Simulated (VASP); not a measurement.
Crystal: In.

```
CELL_PARAMETERS angstrom
-1.88253 1.88253 1.88253
1.88253 -1.88253 1.88253
1.88253 1.88253 -1.88253
ATOMIC_POSITIONS crystal
In 0.00000 0.00000 0.00000
```

This isn't the form of In at room conditions, which is tetragonal.

- Program: VASP 6.6.1
- Task: relaxation of cell and atoms
- Functional: PBE
- Potentials or basis: VASP PAW PBE potentials, release 64 (In_d)
- Cutoff: 600 eV
- k mesh: 16 × 16 × 16
- Occupations: gaussian, width 0.1 eV
- Spin: no spin polarisation

At the start: pressure 1.7 GPa; volume 26.69 Å³/atom.

Problem. How do energy, volume and symmetry change on relaxing?

Solution. Over 5 steps the energy falls by 5.9 meV/atom and the volume is 27.87 Å³/atom (+4.5 %); space group Im-3m (No. 229, to 0.05 Å).

The path:
| step | energy change (eV) | largest force (eV/Å) | pressure (GPa) | volume (Å³) |
| --- | --- | --- | --- | --- |
| 1 | 0.0000 | 0.0000 | 1.67 | 26.69 |
| 2 | -0.0059 | 0.0000 | 0.09 | 27.77 |
| 3 | -0.0059 | 0.0000 | 0.05 | 27.84 |
| 4 | -0.0059 | 0.0000 | -0.11 | 27.96 |
| 5 | -0.0059 | 0.0000 | -0.01 | 27.87 |

Final structure:
```xyz
1
Lattice="-1.9101 1.9101 1.9101 1.9101 -1.9101 1.9101 1.9101 1.9101 -1.9101" Properties=species:S:1:pos:R:3 pbc="T T T"
In    0.0000    0.0000    0.0000
```
